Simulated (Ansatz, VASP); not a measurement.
# Two plane-wave programs on Os

Contents of INCAR:

```
  PREC = Accurate
  ENCUT = 520
  EDIFF = 1E-7
  ISMEAR = -1
  SIGMA = 0.08
  LREAL = False
  LASPH = True
  NELM = 80
  ALGO = Normal
  ISIF = 2
  LWAVE = False
  LCHARG = False
  GGA = PE
  NBANDS = 10
```

Contents of KPOINTS:

```
Automatic mesh
0
Gamma
  17 17 17
```

The input POSCAR:

```
Os
1.0
    2.3343228866      0.0000000000      0.0000000000
    0.0000000000      2.3343228866      0.0000000000
    0.0000000000      0.0000000000      2.3343228866
Os
1
Direct
    0.0000000000      0.0000000000      0.0000000000
```

Input for Ansatz:

```yaml
crystal:
  lattice:
    - [2.3343228866, 0.0, 0.0]
    - [0.0, 2.3343228866, 0.0]
    - [0.0, 0.0, 2.3343228866]
  atoms:
    - { symbol: Os, position: [0.0, 0.0, 0.0] }
kpoints:
  mp_grid: { grid: [17, 17, 17] }
scf:
  occupations: { method: fermi_dirac, width: 0.08 }
hamiltonian:
  xc: pbe
  pseudopotentials: { kind: paw }
output:
  forces: true
  stress: true
  eigenvalues: true
  populations: true
```

Change from the starting cell: volume scaled by 0.76, PAW files.

Alike in both runs: task single point; functional PBE; k mesh 17 × 17 × 17; occupations fermi-dirac, width 0.08 eV; no spin polarisation.

|  | VASP | Ansatz |
| --- | --- | --- |
| version | VASP 6.6.1 | Ansatz 0.2.0 |
| potentials or method | VASP PAW PBE potentials, release 64 (Os) | PAW with Ansatz's default frozen-core files, scalar-relativistic |
| plane-wave cutoff (eV) | 520 | 420 |
| valence electrons in the cell | 8 | 16 |

VASP gave:

- pressure (GPa): 139.9

Question: What did Ansatz give for the same quantities?

Answer: Pressure (GPa): 138.0.

With one functional, cell and mesh, what is left measures potentials, basis and numerics. The two sets of potentials don't hold the same shells in valence.

Caveats: the cell as given lies far from equilibrium; so large a pressure means that the cell lies far from this level's equilibrium, or that cutoff or potentials fall short (VASP). Spin-orbit coupling is left out, which matters for the levels of Os.
